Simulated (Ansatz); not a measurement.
As: one input, then a changed one

The cell is a measured one (Crystallography Open Database entry 9009651); the temperature and pressure of the measurement aren't taken into account, and nothing was relaxed.

First run: DFT, PBE, PAW with Ansatz's default frozen-core files, fully relativistic files with spin-orbit coupling (Ansatz 0.2.0).

Command: `ansatz run input.yaml --threads 1 --pin off --max-ram 2048MiB --backend cpu --events-out ev --progress --plain --runs-dir out` The run took 86 s on 1 thread of Arm Neoverse V1 (shared host).

```yaml
crystal:
  lattice:
    - [1.8797494575, 1.0852738553, 3.48577]
    - [-1.8797494575, 1.0852738553, 3.48577]
    - [0.0, -2.1705477106, 3.48577]
  atoms:
    - { symbol: As, position: [0.22754, 0.22754, 0.22754] }
    - { symbol: As, position: [0.77246, 0.77246, 0.77246] }
kpoints:
  mp_grid: { grid: [13, 13, 13] }
  band_path:
    path:
      - [0.0, 0.0, 0.0]
      - [0.5, 0.5, 0.5]
      - [0.768709909, 0.231290091, 0.5]
      - [0.5, -0.231290091, 0.231290091]
      - [0.5, 0.0, 0.0]
      - [0.0, 0.0, 0.0]
      - [0.3656450455, -0.3656450455, 0.0]
      - [0.6343549545, 0.0, 0.3656450455]
      - [0.5, 0.0, 0.5]
    npoints: 5
scf:
  occupations: { method: fermi_dirac, width: 0.05 }
hamiltonian:
  xc: pbe
  pseudopotentials: { kind: paw_fr }
output:
  forces: true
  stress: true
  eigenvalues: true
  efg: { contact_densities: true }
magnetization:
  noncollinear: true
  spin_orbit: true
```

Result: converged; pressure 3.61 GPa; largest force 0.224 eV/Å; no gap on the k mesh; 8 SCF iterations.

The input is then changed:

```diff
@@ -8,5 +8,5 @@
     - { symbol: As, position: [0.77246, 0.77246, 0.77246] }
 kpoints:
-  mp_grid: { grid: [13, 13, 13] }
+  mp_grid: { grid: [9, 9, 9] }
   band_path:
     path:
@@ -22,5 +22,5 @@
     npoints: 5
 scf:
-  occupations: { method: fermi_dirac, width: 0.05 }
+  occupations: { method: fermi_dirac, width: 0.1 }
 hamiltonian:
   xc: pbe
@@ -31,4 +31,8 @@
   eigenvalues: true
   efg: { contact_densities: true }
+  write_density: true
+  write_potential: true
+  elf: true
+  volumetric_format: npy
 magnetization:
   noncollinear: true
```

Question: What does the second run give?

Answer: It converged; energy at zero smearing -4.1 meV/atom from the first run; pressure 3.55 GPa; largest force 0.218 eV/Å; no gap on the k mesh; 8 SCF iterations. Some of these settings are too coarse for converged properties.
